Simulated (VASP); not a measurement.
## VASP 6.6.1 run: MgS

INCAR

```
NBANDS = 44
LWAVE = .FALSE.
GGA = PE
ISIF = 2
LREAL = .FALSE.
NELM = 120
ENCUT = 520
LCHARG = .FALSE.
SIGMA = 0.02
NSW = 0
LASPH = .TRUE.
IBRION = -1
PREC = Accurate
EDIFF = 1E-7
NELECT = 9
ISMEAR = -1
```

KPOINTS

```
KPOINTS created by Atomic Simulation Environment
0
Gamma
8 8 8
0 0 0
```

POSCAR

```
Mg S
 1.0000000000000000
     0.0000000000000000    2.6015179371121850    2.6015179371121850
     2.6015179371121850   -0.0000000000000000    2.6015179371121850
     2.6015179371121850    2.6015179371121850   -0.0000000000000000
 Mg  S
   1   1
Cartesian
 -0.0000000000000000 -0.0000000000000000  0.0000000000000000
  2.6015179371121850  2.6015179371121850  2.6015179371121850
```

The recommended PBE PAW datasets give the neutral cell 8 valence electrons.

Command

```
mpirun -np 1 vasp_std
```

How does this run end, and what does it give?

It converged. Results: pressure 51.3 GPa.

OSZICAR

```
N       E                     dE             d eps       ncg     rms          rms(c)
DAV:   1     0.375286132241E+02    0.37529E+02   -0.29657E+03  2560   0.160E+02
DAV:   2     0.127653948936E+00   -0.37401E+02   -0.35111E+02  3208   0.530E+01
DAV:   3    -0.973902806487E+00   -0.11016E+01   -0.10906E+01  3264   0.791E+00
DAV:   4    -0.975997031075E+00   -0.20942E-02   -0.20938E-02  3216   0.336E-01
DAV:   5    -0.975999806557E+00   -0.27755E-05   -0.27755E-05  3096   0.137E-02    0.100E+01
DAV:   6    -0.681464494337E+00    0.29454E+00   -0.99084E-01  3016   0.137E+00    0.647E+00
DAV:   7    -0.662621008665E+00    0.18843E-01   -0.39237E-02  3260   0.349E-01    0.294E+00
DAV:   8    -0.660188951080E+00    0.24321E-02   -0.26846E-03  3216   0.111E-01    0.187E-01
DAV:   9    -0.660165837528E+00    0.23114E-04   -0.11305E-03  3028   0.492E-02    0.877E-02
DAV:  10    -0.660113176915E+00    0.52661E-04   -0.13093E-04  3140   0.234E-02    0.295E-02
DAV:  11    -0.660107353046E+00    0.58239E-05   -0.88605E-06  3128   0.520E-03    0.170E-02
DAV:  12    -0.660105808434E+00    0.15446E-05   -0.21837E-06  3204   0.241E-03    0.678E-03
DAV:  13    -0.660105545246E+00    0.26319E-06   -0.42562E-07  2948   0.106E-03    0.325E-03
DAV:  14    -0.660105589282E+00   -0.44035E-07   -0.26378E-07  2968   0.850E-04
   1 F= -.66010559E+00 E0= -.65939700E+00  d E =-.141718E-02
```

Standard output (part)

```
POSCAR found type information on POSCAR MgS
 POSCAR found :  2 types and       2 ions
 LDA part: xc-table for (Slater+PW92), standard interpolation
 POSCAR, INCAR and KPOINTS ok, starting setup
 WAVECAR not read
 entering main loop
 the old and the new charge density differ
    0.100E+01
```

The cell is charged and sits in a uniform background.

For comparison, a separate PBE run of the intended cell, on usual settings and not on those above, gives a gap of 2.78 eV on its mesh and a pressure of 0.9 GPa.
